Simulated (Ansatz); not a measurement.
**A film clamped to a substrate in GaAs**

All numbers below come from Ansatz, DFT r2SCAN, scalar-relativistic, plane waves, PAW. Cutoff 500 eV, Γ-centred 8×8×8 k-points, Gaussian smearing of 0.05 eV. No spin polarisation. Energies are free energies at this smearing, counted from the undisturbed cell; pressure is positive in compression.

Zero of the scan (relaxed at this level):

```xyz
2
Lattice="0.0000 2.8332 2.8332 2.8332 0.0000 2.8332 2.8332 2.8332 0.0000" Properties=species:S:1:pos:R:3 pbc="T T T"
Ga    0.0000    0.0000    0.0000
As    4.2498    4.2498    4.2498
```

The cell (2 atoms, V0 = 45.48 Å³) is strained by p along both x and y and by q along z, fractional coordinates fixed. τp = (1/V0) ∂E/∂p = (σxx + σyy)(1 + p)(1 + q) and τq = (1/V0) ∂E/∂q = σzz(1 + p)², with tension positive.

| p | q | ΔE (meV/atom) | τp (GPa) | τq (GPa) |
| --- | --- | --- | --- | --- |
| 0.000 | 0.000 | 0.00 | 0.00 | 0.00 |
| -0.025 | 0.000 | 15.84 | -9.20 | -2.76 |
| 0.025 | 0.000 | 13.95 | 7.62 | 2.27 |
| 0.000 | -0.025 | 5.33 | -2.71 | -3.03 |
| 0.000 | 0.025 | 5.10 | 2.30 | 2.84 |

Task: Get the second derivatives of the energy density.

Result: Central differences give A = ∂τp/∂p = 336 GPa (C11 + C22 + 2 C12), C = ∂τq/∂q = 117 GPa (C33) and the cross term B = ∂τq/∂p = 100 GPa (C13 + C23); ∂τp/∂q = 100 GPa must equal B, and any difference shows higher-order terms. The ions are clamped. In a cubic crystal C11 = C = 117, C12 = B/2 = 50 GPa and A should be 2(C11 + C12) = 335 GPa; the bulk modulus is (C11 + 2 C12)/3 = 73 GPa.

Task: A film of this crystal grows with z along the normal on a substrate that imposes p. How does its thickness respond, and what does the misfit cost?

Result: Count p and q from the stress-free cell. A free surface needs τq = 0, so q = −(B/C) p = -0.86 p. The energy density left is (A − B²/C) p²/2 = M p², with the biaxial modulus M = 125 GPa; a misfit of 1 % costs 1.78 meV/atom, against 2.39 meV/atom if the thickness were held.

The gap closes along the scan, which can put kinks into the curve.